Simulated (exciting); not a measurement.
# Na (P6_3/mmc) in exciting: equation of state, part 2 of 2

exciting (release sodium).

### Step 4. Equation of state, PBEsol, 37.06 Å³/atom (volume scaled by 0.98)

The input, input.xml:

```xml
<input>
  <title>Na</title>
  <structure speciespath="./" tshift="false">
    <crystal scale="1">
      <basevect>7.070821044268 0.000000000000 0.000000000000</basevect>
      <basevect>-3.535410522134 6.123510649997 0.000000000000</basevect>
      <basevect>0.000000000000 0.000000000000 11.551322725461</basevect>
    </crystal>
    <species speciesfile="Na.xml" rmt="2">
      <atom coord="0.666666666700 0.333333333300 0.750000000000"/>
      <atom coord="0.333333333300 0.666666666700 0.250000000000"/>
    </species>
  </structure>
  <groundstate do="fromscratch" ngridk="8 8 5" rgkmax="7.5" gmaxvr="14" lmaxapw="10" lmaxmat="10" lmaxvr="8" xctype="GGA_PBE_SOL" stype="Fermi Dirac" swidth="0.00183747" nempty="10" ValenceRelativity="iora*" epsengy="1e-05" epspot="1e-05" maxscl="60" outputlevel="normal"/>
</input>
```

Potentials or basis: all-electron LAPW+lo, shipped species files, valence relativity iora*.

Run with:

```console
$ OMP_NUM_THREADS=1 exciting_smp
```

INFO.OUT:

```text
================================================================================
EXCITING SODIUM started
[... 10 lines left out ...]

 Lattice vectors (cartesian) :
      7.0708210443      0.0000000000      0.0000000000
     -3.5354105221      6.1235106500      0.0000000000
      0.0000000000      0.0000000000     11.5513227255

 Reciprocal lattice vectors (cartesian) :
      0.8886075984      0.5130378362     -0.0000000000
      0.0000000000      1.0260756723      0.0000000000
      0.0000000000     -0.0000000000      0.5439364354

 Unit cell volume                           :     500.1520357346
 Brillouin zone volume                      :       0.4959496228

 Species :    1 (Na)
     parameters loaded from                 :    Na.xml
     name                                   :    sodium
     nuclear charge                         :     -11.00000000
     electronic charge                      :      11.00000000
     atomic mass                            :   41907.78700000
     muffin-tin radius                      :       2.00000000
     # of radial points in muffin-tin       :     300

     atomic positions (lattice) :
       1 :   0.66666667  0.33333333  0.75000000
       2 :   0.33333333  0.66666667  0.25000000

 Total number of atoms per unit cell        :       2

 Spin treatment                             :    spin-unpolarised

 Number of Bravais lattice symmetries       :      24
 Number of crystal symmetries               :      12

 k-point grid                               :       8    8    5
 Total number of k-points                   :      40
 k-point set is reduced with crystal symmetries

 R^MT_min * |G+k|_max (rgkmax)              :       7.50000000
 Species with R^MT_min                      :       1 (Na)
 Maximum |G+k| for APW functions            :       3.75000000
 Maximum |G| for potential and density      :      14.00000000

 G-vector grid sizes                        :      32    32    54
 Total number of G-vectors                  :   23223

 Maximum angular momentum used for
     APW functions                          :      10
     computing H and O matrix elements      :      10
     potential and density                  :       8
     inner part of muffin-tin               :       2

 Total nuclear charge                       :     -22.00000000
 Total electronic charge                    :      22.00000000
 Total core charge                          :       4.00000000
 Total valence charge                       :      18.00000000

 Number of empty states                     :      10
 Total number of valence states             :      20

 Maximum Hamiltonian size                   :     474
 Maximum number of plane-waves              :     458
 Total number of local-orbitals             :      16

 Exchange-correlation type                  :      22
     PBEsol, Phys. Rev. Lett. 100, 136406 (2008)
     Generalised gradient approximation (GGA)

[... 20 lines left out ...]
+ SCF iteration number :    1                                                  +
++++++++++++++++++++++++++++++++++++++++++++++++++++++++++++++++++++++++++++++++
 Total energy                               :      -323.99951337
 _______________________________________________________________
 Fermi energy                               :         0.01433506
 Kinetic energy                             :       324.31428508
 Coulomb energy                             :      -620.40895353
 Exchange energy                            :       -26.98605045
 Correlation energy                         :        -0.91879446

 DOS at Fermi energy (states/Ha/cell)       :        20.10556305

 Electron charges :
     core                                   :         4.00000000
     core leakage                           :         0.00000000
     valence                                :        18.00000000
     interstitial                           :         2.11610065
     charge in muffin-tin spheres :
                  atom     1    Na          :         9.94194967
                  atom     2    Na          :         9.94194967
     total charge in muffin-tins            :        19.88389935
     total charge                           :        22.00000000
[... 294 lines left out ...]
 Electron charges :
     core                                   :         4.00000000
     core leakage                           :         0.00000000
     valence                                :        18.00000000
     interstitial                           :         2.11396792
     charge in muffin-tin spheres :
                  atom     1    Na          :         9.94301604
                  atom     2    Na          :         9.94301604
     total charge in muffin-tins            :        19.88603208
     total charge                           :        22.00000000

 RMS change in effective potential (target) :  0.162240E-07  ( 0.100000E-04)
 Absolute change in total energy   (target) :  0.387744E-07  ( 0.100000E-04)
 Charge distance                   (target) :  0.485966E-09  ( 0.100000E-04)

++++++++++++++++++++++++++++++++++++++++++++++++++++++++++++++++++++++++++++++++
| Convergency criteria checked for the last 2 iterations                       +
| Convergence targets achieved. Performing final SCF iteration                 +
++++++++++++++++++++++++++++++++++++++++++++++++++++++++++++++++++++++++++++++++
 Total energy                               :      -324.09294763
 _______________________________________________________________
 Fermi energy                               :         0.01304648
 Kinetic energy                             :       324.16903324
 Coulomb energy                             :      -620.35675060
 Exchange energy                            :       -26.98628882
 Correlation energy                         :        -0.91894145

 DOS at Fermi energy (states/Ha/cell)       :        20.11466918

 Electron charges :
     core                                   :         4.00000000
     core leakage                           :         0.00000000
     valence                                :        18.00000000
     interstitial                           :         2.11396792
     charge in muffin-tin spheres :
                  atom     1    Na          :         9.94301604
                  atom     2    Na          :         9.94301604
     total charge in muffin-tins            :        19.88603208
     total charge                           :        22.00000000

++++++++++++++++++++++++++++++++++++++++++++++++++++++++++++++++++++++++++++++++
[... 12 lines left out ...]
| EXCITING SODIUM stopped                                                      =
================================================================================
```

WARNINGS.OUT:

```text
Inversion symmetry is present. Consider using input%groundstate%solver%type = "inversionsymmetry"
```

Run time: 75 s. Hardware: 1 thread of Intel Xeon 6975P-C (Granite Rapids), shared host; peak memory 0.15 GiB.

What came out:

* Free energy: -8819.0249 eV
* Band gap on the k mesh: none (metal or under the smearing width)
* All electrons inside the program's atomic spheres: Na 9.94 (radii Na 2.0 bohr)

Caveat: the log's total energy holds no entropy term; the free energy is that total less TS from the occupations.

### Step 5. Equation of state, PBEsol, 37.81 Å³/atom

input.xml: that of step 4 with these lines changed.

```diff
@@ -4,5 +4,5 @@
     <crystal scale="1">
-      <basevect>7.070821044268 0.000000000000 0.000000000000</basevect>
-      <basevect>-3.535410522134 6.123510649997 0.000000000000</basevect>
-      <basevect>0.000000000000 0.000000000000 11.551322725461</basevect>
+      <basevect>7.118598311465 0.000000000000 0.000000000000</basevect>
+      <basevect>-3.559299155733 6.164886977149 0.000000000000</basevect>
+      <basevect>0.000000000000 0.000000000000 11.629374570947</basevect>
     </crystal>
```

Run with:

```console
$ OMP_NUM_THREADS=1 exciting_smp
```

Run time: 1.7 min. Hardware: 1 thread of Intel Xeon 6975P-C (Granite Rapids), shared host; peak memory 0.15 GiB.

The run converged. Its results:

| Item | Value |
| --- | --- |
| Free energy | -8819.0231 eV |
| Band gap on the k mesh | none (metal or under the smearing width) |
| All electrons inside the program's atomic spheres | Na 9.94 (radii Na 2.0 bohr) |

Caveat: the log's total energy holds no entropy term; the free energy is that total less TS from the occupations.

### Step 6. Equation of state, PBEsol, 38.57 Å³/atom (volume scaled by 1.02)

input.xml: that of step 5 with these lines changed.

```diff
@@ -4,5 +4,5 @@
     <crystal scale="1">
-      <basevect>7.118598311465 0.000000000000 0.000000000000</basevect>
-      <basevect>-3.559299155733 6.164886977149 0.000000000000</basevect>
-      <basevect>0.000000000000 0.000000000000 11.629374570947</basevect>
+      <basevect>7.165742720533 0.000000000000 0.000000000000</basevect>
+      <basevect>-3.582871360361 6.205715233081 0.000000000000</basevect>
+      <basevect>0.000000000000 0.000000000000 11.706392541034</basevect>
     </crystal>
```

Potentials or basis: all-electron LAPW+lo, shipped species files, valence relativity iora*.

Run with:

```console
$ OMP_NUM_THREADS=1 exciting_smp
```

It took 2.3 min on 1 thread of Intel Xeon 6975P-C (Granite Rapids), shared host; peak memory 0.15 GiB.

Results (log left out):

| Property | Result |
| --- | --- |
| Free energy | -8819.0199 eV |
| Band gap on the k mesh | none (metal or under the smearing width) |
| All electrons inside the program's atomic spheres | Na 9.94 (radii Na 2.0 bohr) |

Caveat: the log's total energy holds no entropy term; the free energy is that total less TS from the occupations.

### Step 7. Equation of state, PBEsol, 39.33 Å³/atom (volume scaled by 1.04)

input.xml: that of step 6 with these lines changed.

```diff
@@ -4,5 +4,5 @@
     <crystal scale="1">
-      <basevect>7.165742720533 0.000000000000 0.000000000000</basevect>
-      <basevect>-3.582871360361 6.205715233081 0.000000000000</basevect>
-      <basevect>0.000000000000 0.000000000000 11.706392541034</basevect>
+      <basevect>7.212274821297 0.000000000000 0.000000000000</basevect>
+      <basevect>-3.606137410649 6.246013214477 0.000000000000</basevect>
+      <basevect>0.000000000000 0.000000000000 11.782410207084</basevect>
     </crystal>
```

Run with:

```console
$ OMP_NUM_THREADS=1 exciting_smp
```

Run time: 2.6 min. Hardware: 1 thread of Intel Xeon 6975P-C (Granite Rapids), shared host; peak memory 0.15 GiB.

Results (log left out):

- Free energy: -8819.0157 eV
- Band gap on the k mesh: none (metal or under the smearing width)
- All electrons inside the program's atomic spheres: Na 9.94 (radii Na 2.0 bohr)

Caveat: the log's total energy holds no entropy term; the free energy is that total less TS from the occupations.

### Step 8. Equation of state, PBEsol, 40.08 Å³/atom (volume scaled by 1.06)

input.xml: that of step 7 with these lines changed.

```diff
@@ -4,5 +4,5 @@
     <crystal scale="1">
-      <basevect>7.212274821297 0.000000000000 0.000000000000</basevect>
-      <basevect>-3.606137410649 6.246013214477 0.000000000000</basevect>
-      <basevect>0.000000000000 0.000000000000 11.782410207084</basevect>
+      <basevect>7.258214116110 0.000000000000 0.000000000000</basevect>
+      <basevect>-3.629107057961 6.285797810763 0.000000000000</basevect>
+      <basevect>0.000000000000 0.000000000000 11.857459429314</basevect>
     </crystal>
```

Run with:

```console
$ OMP_NUM_THREADS=1 exciting_smp
```

Run time: 2.6 min. Hardware: 1 thread of Intel Xeon 6975P-C (Granite Rapids), shared host; peak memory 0.16 GiB.

It converged, with:

| Quantity | Value |
| --- | --- |
| Free energy | -8819.0103 eV |
| Band gap on the k mesh | none (metal or under the smearing width) |
| All electrons inside the program's atomic spheres | Na 9.94 (radii Na 2.0 bohr) |

Caveat: the log's total energy holds no entropy term; the free energy is that total less TS from the occupations.

### Step 9. Equation of state, PBEsol

Potentials or basis: all-electron LAPW+lo, shipped species files, valence relativity iora*.

This step only gathers the single runs of the series.

What came out:

```yaml
Equilibrium_volume: "36.41 Å³/atom (rough: see the caveat)"
Bulk_modulus_at_fixed_shape_and_positions: 7.3 GPa (rough)
```

Energy against volume, from the lowest point:
```csv
volume (Å³/atom),energy (meV/atom)
35.545,0.44
36.301,0.00
37.057,0.21
37.814,1.12
38.570,2.73
39.326,4.85
40.083,7.55
```

Caveat: the fit is doubtful: noisy points or a state that changes with volume; the cell was scaled at fixed shape and fractional positions, which overstates the stiffness of a crystal with free parameters, most of all of layers and chains.
